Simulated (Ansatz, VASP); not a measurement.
# Pd: VASP beside Ansatz

File INCAR:

```
SYSTEM = Pd
  PREC = Accurate
  ENCUT = 520
  EDIFF = 1E-6
  ISMEAR = -1
  SIGMA = 0.1
  LREAL = .FALSE.
  LASPH = .TRUE.
  NELM = 80
  ALGO = Normal
  ISIF = 2
  LWAVE = .FALSE.
  LCHARG = .FALSE.
  GGA = PE
  NBANDS = 11
```

Contents of KPOINTS:

```
Automatic mesh
0
G
  16 16 16
  0 0 0
```

POSCAR

```
Pd
1.0
    0.0000000000      1.6454550840      1.6454550840
    1.6454550840      0.0000000000      1.6454550840
    1.6454550840      1.6454550840      0.0000000000
Pd
1
Direct
    0.0000000000      0.0000000000      0.0000000000
```

Input for Ansatz:

```yaml
crystal:
  lattice:
    - [0.0, 1.645455084, 1.645455084]
    - [1.645455084, 0.0, 1.645455084]
    - [1.645455084, 1.645455084, 0.0]
  atoms:
    - { symbol: Pd, position: [0.0, 0.0, 0.0] }
kpoints:
  mp_grid: { grid: [16, 16, 16] }
scf:
  occupations: { method: fermi_dirac, width: 0.1 }
hamiltonian:
  xc: pbe
  pseudopotentials: { kind: all_electron, lapw: { basis_error: 0.001 } }
output:
  forces: true
  stress: true
  eigenvalues: true
  populations: true
```

Change from the starting cell: volume scaled by 0.58, LAPW.

Alike in both runs: task single point; functional PBE; k mesh 16 × 16 × 16; occupations fermi-dirac, width 0.1 eV; no spin polarisation.

|  | VASP | Ansatz |
| --- | --- | --- |
| version | VASP 6.6.1 | Ansatz 0.2.0 |
| potentials or method | VASP PAW PBE potentials, release 64 (Pd) | all-electron LAPW, scalar-relativistic |
| plane-wave cutoff (eV) | 520 | see its input |

```tsv
	VASP	Ansatz	Ansatz less VASP
pressure (GPa)	382.7	382.4	-0.28
```

Ansatz ran all-electron here, so the differences hold the error of VASP's frozen core and of both bases.

Caveats: the cell as given lies far from equilibrium; so large a pressure means that the cell lies far from this level's equilibrium, or that cutoff or potentials fall short (VASP).
